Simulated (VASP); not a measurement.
# Gap, carriers and strain in AgF (Pm-3m), part 2 of 3

Wanted: where the band edges of AgF lie, how heavy the carriers are and how strain moves the gap. The cell is generated by rule, not measured, and may not be a known phase.

VASP 6.6.1, plane waves and PAW; the level of theory is named at each step.

So far. Step 3 (Bands on a dense mesh): At 1.9 GPa the cell is away from the equilibrium volume of this level: left free, it would expand.

The structure was built from a prototype and need not be the compound's stable phase.

### Step 4. Bands with spin-orbit coupling

This step: PBE, spin-orbit coupling; plane waves and PAW (Ag, F); invented cell (VASP 6.6.1).

Spin-orbit coupling can split and shift the band edges, more so for heavy elements, so the bands are solved again with spinors.

Contents of INCAR:

```
SYSTEM = AgF
PREC = Accurate
ENCUT = 520
EDIFF = 1E-06
NELM = 100
ISMEAR = 0
SIGMA = 0.02
LREAL = .FALSE.
ALGO = Normal
GGA = PE
LNONCOLLINEAR = .TRUE.
MAGMOM = 0 0 0 0 0 0
NBANDS = 30
GGA_COMPAT = .FALSE.
LASPH = .TRUE.
LSORBIT = .TRUE.
LMAXMIX = 4
LORBIT = 11
LWAVE = .FALSE.
LCHARG = .FALSE.
KPAR = 4
ISIF = 2
```

Contents of POSCAR:

```
AgF
1.0
    3.0068400000      0.0000000000      0.0000000000
    0.0000000000      3.0068400000      0.0000000000
    0.0000000000      0.0000000000      3.0068400000
Ag F
1 1
Direct
    0.0000000000      0.0000000000      0.0000000000
    0.5000000000      0.5000000000      0.5000000000
```

Contents of KPOINTS:

```
Automatic mesh
0
Gamma
10 10 10
0 0 0
```

Contents of KPOINTS_OPT:

```
Line mode
16
Line-mode
Reciprocal
  0.00000000   0.00000000   0.00000000 GAMMA
  0.00000000   0.50000000   0.00000000 X

  0.00000000   0.50000000   0.00000000 X
  0.50000000   0.50000000   0.00000000 M

  0.50000000   0.50000000   0.00000000 M
  0.00000000   0.00000000   0.00000000 GAMMA

  0.00000000   0.00000000   0.00000000 GAMMA
  0.50000000   0.50000000   0.50000000 R

  0.50000000   0.50000000   0.50000000 R
  0.00000000   0.50000000   0.00000000 X

  0.50000000   0.50000000   0.00000000 M
  0.50000000   0.50000000   0.50000000 R
```

PAW data sets: Ag and F (PBE family, release 64).

Run with:

```console
$ mpirun -np 4 vasp_ncl
```

The program printed:

```text
[... set-up lines as in an earlier step ...]
 entering main loop
       N       E                     dE             d eps       ncg     rms          rms(c)
DAV:   1     0.130261675647E+03    0.13026E+03   -0.94530E+03  3368   0.118E+03
DAV:   2    -0.139409097218E+01   -0.13166E+03   -0.12291E+03  3768   0.308E+02
DAV:   3    -0.731047950778E+01   -0.59164E+01   -0.58633E+01  3860   0.670E+01
DAV:   4    -0.734208951967E+01   -0.31610E-01   -0.31605E-01  3648   0.515E+00
DAV:   5    -0.734229085731E+01   -0.20134E-03   -0.20134E-03  3762   0.419E-01    0.622E+00
DAV:   6    -0.645336909470E+01    0.88892E+00   -0.23180E+00  3706   0.216E+01    0.485E+00
DAV:   7    -0.640107172900E+01    0.52297E-01   -0.31012E-01  3480   0.790E+00    0.262E+00
DAV:   8    -0.639033041786E+01    0.10741E-01   -0.11593E-01  3558   0.340E+00    0.667E-01
DAV:   9    -0.638614082191E+01    0.41896E-02   -0.63435E-03  4194   0.129E+00    0.166E-01
DAV:  10    -0.638615863457E+01   -0.17813E-04   -0.16686E-03  3492   0.378E-01    0.622E-02
DAV:  11    -0.638616815811E+01   -0.95235E-05   -0.10525E-05  3690   0.327E-02    0.310E-02
DAV:  12    -0.638617836197E+01   -0.10204E-04   -0.58789E-06  3460   0.259E-02    0.556E-03
DAV:  13    -0.638617822881E+01    0.13316E-06   -0.34671E-07  2108   0.725E-03
   1 F= -.63861782E+01 E0= -.63861015E+01  d E =-.153373E-03  mag=    -0.0000    -0.0000    -0.0000
 Start KPOINTS_OPT (optional k-point list driver)
k-point batch [1-56\96]
       N       E                     dE             ncg
DAV:   1     0.698647266253E+04   -0.13318E+05     3368
DAV:   2    -0.256711828992E+03   -0.72432E+04     3788
DAV:   3    -0.571923930476E+03   -0.31521E+03     3826
DAV:   4    -0.573598865913E+03   -0.16749E+01     3612
DAV:   5    -0.573610645457E+03   -0.11780E-01     3768
DAV:   6    -0.573610798960E+03   -0.15350E-03     3618
DAV:   7    -0.573610801368E+03   -0.24079E-05     3070
DAV:   8    -0.573610801526E+03   -0.15829E-06     2270
k-point batch [57-96\96]
       N       E                     dE             ncg
DAV:   1     0.689289818226E+04   -0.26548E+05     2424
DAV:   2     0.177424157403E+04   -0.51187E+04     2702
DAV:   3     0.154972610532E+04   -0.22452E+03     2670
DAV:   4     0.154853162648E+04   -0.11945E+01     2646
DAV:   5     0.154852333785E+04   -0.82886E-02     2664
DAV:   6     0.154852323164E+04   -0.10622E-03     2622
DAV:   7     0.154852323000E+04   -0.16331E-05     2070
DAV:   8     0.154852322987E+04   -0.12968E-06     1644
```

The job ended after 52 s (4 MPI ranks of AMD EPYC 7R43, shared host; peak memory 1 GiB; 3.4 min of CPU time).

From OUTCAR (step 4):

```text
The static configuration has the point symmetry O_h .

 Found     56 irreducible k-points:

   k-points           NKPTS =     56   k-points in BZ     NKDIM =     56   number of bands    NBANDS=     30

   NELECT =      18.0000    total number of electrons

 E-fermi :   3.6867

 k-point     1 :       0.0000    0.0000    0.0000
  band No.  band energies     occupation
    ...
     16       2.7175      1.00000
     17       3.0448      1.00000
     18       3.0448      1.00000
     19       3.0833      1.00000
     20       3.0833      1.00000
     21      19.8387      0.00000
     22      19.8387      0.00000
     23      20.3101      0.00000
     24      20.3101      0.00000
     25      20.3101      0.00000
    ...

 k-point     2 :       0.1000    0.0000    0.0000
  band No.  band energies     occupation
    ...
     16       2.7936      1.00000
     17       3.0884      1.00000
     18       3.0884      1.00000
     19       3.5775      1.00000
     20       3.5775      1.00000
     21      18.0977      0.00000
     22      18.0977      0.00000
     23      20.1169      0.00000
     24      20.1169      0.00000
     25      20.2593      0.00000
    ...

  Total        0.3091937      0.3091937      0.3091937      0.0000000      0.0000000     -0.0000000
  in kB       18.2225946     18.2225946     18.2225946      0.0000000      0.0000000     -0.0000000
  external PRESSURE =      18.2225946 kB  Pullay stress =       0.0000000 kB

 POSITION                                       TOTAL-FORCE (eV/Angst)
 -----------------------------------------------------------------------------------
      0.00000      0.00000      0.00000         0.000000      0.000000      0.000000
      1.50342      1.50342      1.50342         0.000000      0.000000      0.000000
 -----------------------------------------------------------------------------------
    total drift:                                0.000000     -0.000000     -0.000000

  FREE ENERGIE OF THE ION-ELECTRON SYSTEM (eV)
  ---------------------------------------------------
  free  energy   TOTEN  =        -6.3861782288 eV

  energy  without entropy=       -6.3860248555  energy(sigma->0) =       -6.38610154

 Spin-Orbit-Coupling matrix elements
 Ion:    1  E_soc:     -0.0405338
 Ion:    2  E_soc:     -0.0006577

 total charge
# of ion       s       p       d       tot
------------------------------------------
    1        0.172   0.126   9.374   9.671
    2        1.747   4.262   0.000   6.009
--------------------------------------------------
tot          1.918   4.388   9.374  15.680

 magnetization (x)
# of ion       s       p       d       tot
------------------------------------------
    1       -0.000   0.000   0.000  -0.000
    2        0.000   0.000   0.000   0.000
--------------------------------------------------
tot         -0.000   0.000   0.000  -0.000

 magnetization (y)
# of ion       s       p       d       tot
------------------------------------------
    1       -0.000   0.000   0.000  -0.000
    2        0.000   0.000   0.000   0.000
--------------------------------------------------
tot         -0.000   0.000   0.000  -0.000

 magnetization (z)
# of ion       s       p       d       tot
------------------------------------------
    1        0.000   0.000  -0.000   0.000
    2        0.000  -0.000   0.000  -0.000
--------------------------------------------------
tot          0.000  -0.000  -0.000   0.000

[... 7 parts as in an earlier step ...]

[... 5 further parts left out ...]
```

LASPH is on here and off in the session's scalar semilocal runs, so a comparison with those holds both changes.

This step gave:

| Property | Result |
| --- | --- |
| SCF cycles | 13 |
| bands | 30 |
| irreducible k-points | 56 |
| free energy (TOTEN) | -6.386 eV |
| energy at zero smearing | -6.386 eV |
| Fermi energy | 3.687 eV |
| pressure | 1.822 GPa |

The spin moment in the PAW sphere vanishes on all atoms.

On-site spin-orbit energy by atom:

| atom | on-site spin-orbit energy (eV) |
| --- | --- |
| Ag1 | -0.0405 |
| F2 | -0.0007 |

The electronic bands at the labelled points (eV, zero at the Fermi level; # counts the bands kept, so #1 is VASP's band 3):

| point | #11 | #12 | #13 | #14 | #15 | #16 | #17 | #18 |
| --- | --- | --- | --- | --- | --- | --- | --- | --- |
| Γ | -0.97 | -0.97 | -0.97 | -0.97 | -0.64 | -0.64 | -0.60 | -0.60 |
| 0.53 of the way | -0.86 | -0.86 | -0.59 | -0.59 | -0.38 | -0.38 | 1.68 | 1.68 |
| X | -0.82 | -0.82 | -0.31 | -0.31 | -0.19 | -0.19 | 5.19 | 5.19 |
| 0.53 of the way | -1.11 | -1.11 | -0.80 | -0.80 | -0.58 | -0.58 | 5.64 | 5.64 |
| M | -1.44 | -1.44 | -1.27 | -1.27 | -0.34 | -0.34 | 6.51 | 6.51 |
| 0.53 of the way | -1.15 | -1.15 | -1.03 | -1.03 | -0.46 | -0.46 | 2.74 | 2.74 |
| Γ | -0.97 | -0.97 | -0.97 | -0.97 | -0.64 | -0.64 | -0.60 | -0.60 |
| 0.47 of the way | -1.27 | -1.27 | -0.68 | -0.68 | -0.42 | -0.42 | 3.50 | 3.50 |
| R | 0.01 | 0.01 | 0.01 | 0.01 | 0.05 | 0.05 | 7.87 | 7.87 |
| 0.53 of the way | -1.13 | -1.13 | -0.60 | -0.60 | -0.14 | -0.14 | 5.74 | 5.74 |
| X | -0.82 | -0.82 | -0.31 | -0.31 | -0.19 | -0.19 | 5.19 | 5.19 |
| jump to M | -1.44 | -1.44 | -1.27 | -1.27 | -0.34 | -0.34 | 6.51 | 6.51 |
| 0.53 of the way | -0.63 | -0.63 | -0.45 | -0.45 | -0.23 | -0.23 | 7.06 | 7.06 |
| R | 0.01 | 0.01 | 0.01 | 0.01 | 0.05 | 0.05 | 7.87 | 7.87 |

Of the projections kept (Ag, F), the largest for each band there; the rest of the weight can lie on other orbitals:

| point | #11 | #12 | #13 | #14 | #15 | #16 | #17 | #18 |
| --- | --- | --- | --- | --- | --- | --- | --- | --- |
| Γ | Ag 1.00 | Ag 1.00 | Ag 1.00 | Ag 1.00 | Ag 1.00 | Ag 1.00 | Ag 0.86 | Ag 0.86 |
| X | Ag 0.98 | Ag 0.98 | Ag 0.71 | Ag 0.71 | Ag 0.70 | Ag 0.70 | Ag 0.85 | Ag 0.85 |
| M | Ag 1.00 | Ag 1.00 | Ag 1.00 | Ag 1.00 | Ag 1.00 | Ag 1.00 | Ag 1.00 | Ag 1.00 |
| Γ | Ag 1.00 | Ag 1.00 | Ag 1.00 | Ag 1.00 | Ag 1.00 | Ag 1.00 | Ag 0.86 | Ag 0.86 |
| R | Ag 0.76 | Ag 0.76 | Ag 0.76 | Ag 0.76 | Ag 0.65 | Ag 0.65 | Ag 1.00 | Ag 1.00 |
| X | Ag 0.98 | Ag 0.98 | Ag 0.71 | Ag 0.71 | Ag 0.70 | Ag 0.70 | Ag 0.85 | Ag 0.85 |

### Step 5. Orbitals for bands with HSE06

This step: PBE; plane waves and PAW (Ag, F); invented cell (VASP 6.6.1).

The hybrid starts from PBE orbitals, which saves many expensive cycles.

Contents of INCAR:

```
SYSTEM = AgF
PREC = Accurate
ENCUT = 520
EDIFF = 1E-05
NELM = 100
ISMEAR = 0
SIGMA = 0.02
LREAL = .FALSE.
ALGO = Normal
GGA = PE
NBANDS = 15
LORBIT = 11
LWAVE = .TRUE.
LCHARG = .FALSE.
KPAR = 4
```

POSCAR is that of step 4.

Contents of KPOINTS:

```
Automatic mesh
0
Gamma
6 6 6
0 0 0
```

Run with:

```console
$ mpirun -np 4 vasp_std
```

The program printed:

```text
[... set-up lines as in an earlier step ...]
 entering main loop
       N       E                     dE             d eps       ncg     rms          rms(c)
DAV:   1     0.988813811534E+02    0.98881E+02   -0.98270E+03   616   0.117E+03
DAV:   2    -0.482161843227E+01   -0.10370E+03   -0.96641E+02   691   0.270E+02
DAV:   3    -0.731243077339E+01   -0.24908E+01   -0.24863E+01   691   0.440E+01
DAV:   4    -0.732096264713E+01   -0.85319E-02   -0.85317E-02   719   0.274E+00
DAV:   5    -0.732101809361E+01   -0.55446E-04   -0.55447E-04   705   0.226E-01    0.613E+00
DAV:   6    -0.645294312132E+01    0.86807E+00   -0.26009E+00   635   0.211E+01    0.487E+00
DAV:   7    -0.638200552099E+01    0.70938E-01   -0.21981E-01   614   0.720E+00    0.258E+00
DAV:   8    -0.636900239845E+01    0.13003E-01   -0.94073E-02   628   0.317E+00    0.720E-01
DAV:   9    -0.636644319666E+01    0.25592E-02   -0.66938E-03   684   0.114E+00    0.638E-02
DAV:  10    -0.636652259551E+01   -0.79399E-04   -0.26212E-04   642   0.158E-01    0.191E-02
DAV:  11    -0.636652894432E+01   -0.63488E-05   -0.29683E-06   440   0.179E-02
   1 F= -.63665289E+01 E0= -.63664575E+01  d E =-.142858E-03
 writing wavefunctions
```

Run time: 3.4 s. Hardware: 4 MPI ranks; peak memory 0.41 GiB.

From OUTCAR (step 5):

```text
   k-points           NKPTS =     20   k-points in BZ     NKDIM =     20   number of bands    NBANDS=     15

   NELECT =      18.0000    total number of electrons

 E-fermi :   3.6130

 k-point     1 :       0.0000    0.0000    0.0000
  band No.  band energies     occupation
    ...
      6       1.1414      2.00000
      7       2.8212      2.00000
      8       2.8212      2.00000
      9       2.8212      2.00000
     10       3.0870      2.00000
     11      20.2991      0.00000
     12      20.2991      0.00000
     13      20.2991      0.00000
     14      20.3132      0.00000
     15      20.3132      0.00000

  Total        0.3373219      0.3373219      0.3373219      0.0000000     -0.0000000      0.0000000
  in kB       19.8803591     19.8803591     19.8803591      0.0000000     -0.0000000      0.0000000
  external PRESSURE =      19.8803591 kB  Pullay stress =       0.0000000 kB

  FREE ENERGIE OF THE ION-ELECTRON SYSTEM (eV)
  ---------------------------------------------------
  free  energy   TOTEN  =        -6.3665289443 eV

  energy  without entropy=       -6.3663860868  energy(sigma->0) =       -6.36645752

[... 7 parts as in an earlier step ...]

[... 10 further parts left out ...]
```

The k-mesh is coarse for a metal.

This step gave:

```yaml
scf_cycles: 11
bands: 15
irreducible_k_points: 20
free_energy_toten: -6.367 eV
energy_at_zero_smearing: -6.366 eV
fermi_energy: 3.613 eV
pressure: 1.988 GPa
```

The run ends at a pressure of 1.99 GPa.

[end of part 2 of 3]

[Lines on the potential files, build, host, timing and source positions are cut from VASP's logs without a mark.]

[Logs are printed without paths, hosts, clocks, repeated set-up lines and the standing remarks that a program may print on its own settings, such as how far it seeks lower states.]

[Hosts, paths, dates, database ids (printed as entryN), source tags and the programs' standing remarks are cut or masked in the printed files.]

[In band tables of VASP the shares of atoms and orbitals are scaled to a sum of 1 inside the atoms' spheres.]

[Gaps and slopes under strain along one axis are those of the sampled path and mesh points; where strain splits equal valleys, another of them can be the edge.]
